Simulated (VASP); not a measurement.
Wanted: the native input for a VASP 6.6.1 run.

- Task: density of states
- Functional: PBEsol
- Potentials or basis: VASP PAW PBE potentials, release 64 (Pt, Te)
- Cutoff: 520 eV
- k mesh: 8 × 8 × 7
- Occupations: gaussian, width 0.02 eV
- Spin: no spin polarisation
- k mesh for the DOS: 12 × 12 × 11
- Occupations for the DOS: tetrahedron
- Further INCAR settings: ALGO = Fast; EDIFF = 1e-07; NBANDS = 15

The system is TePt.

```
Pt Te
1.0
     3.95488    0.00000    0.00000
    -1.97744    3.42502    0.00000
     0.00000    0.00000    3.85976
Pt Te
1 1
Cartesian
  0.0000 0.0000 0.0000
  1.9774 1.1417 1.9299
```

Measurements of this composition are mostly on another form, of space group No. 166.

These files were run (other wordings do the same):

POSCAR

```
TePt
1.0
    3.9548758500      0.0000000000      0.0000000000
   -1.9774379300      3.4250229600      0.0000000000
    0.0000000000      0.0000000000      3.8597628900
Pt Te
1 1
Direct
    0.0000000000      0.0000000000      0.0000000000
    0.6666666667      0.3333333333      0.5000000000
```

INCAR.step1

```
ALGO = Fast
EDIFF = 1E-7
ENCUT = 520
GGA = PS
ISIF = 2
ISMEAR = 0
LASPH = True
LCHARG = True
LMAXMIX = 4
LREAL = False
LWAVE = False
NBANDS = 15
NELM = 80
PREC = Accurate
SIGMA = 0.02
```

KPOINTS.step1

```
k-points
0
Gamma
  8 8 7
```

INCAR.step2

```
ALGO = Fast
EDIFF = 1E-7
ENCUT = 520
GGA = PS
ICHARG = 11
ISIF = 2
ISMEAR = -5
LASPH = True
LCHARG = False
LMAXMIX = 4
LORBIT = 11
LREAL = False
LWAVE = False
NBANDS = 15
NEDOS = 1001
NELM = 80
PREC = Accurate
SIGMA = 0.02
```

KPOINTS.step2

```
k-points
0
Gamma
  12 12 11
```

Potentials or basis: VASP PAW PBE potentials, release 64 (Pt, Te).

Run with:

```bash
$ cat potpaw_PBE.64/Pt/POTCAR potpaw_PBE.64/Te/POTCAR > POTCAR
$ cp INCAR.step1 INCAR
$ cp KPOINTS.step1 KPOINTS
$ mpirun -np 1 vasp_std > vasp.out
$ cp INCAR.step2 INCAR
$ cp KPOINTS.step2 KPOINTS
$ mpirun -np 1 vasp_std > vasp.out
```

Results of the run:

```json
{
 "Valence electrons inside the program's atomic spheres": "Pt 8.93; Te 3.16"
}
```

It took 110 s on 1 thread of AMD EPYC 7R43 64-Core Processor (Zen 3) (shared host), peak memory 0.19 GiB.
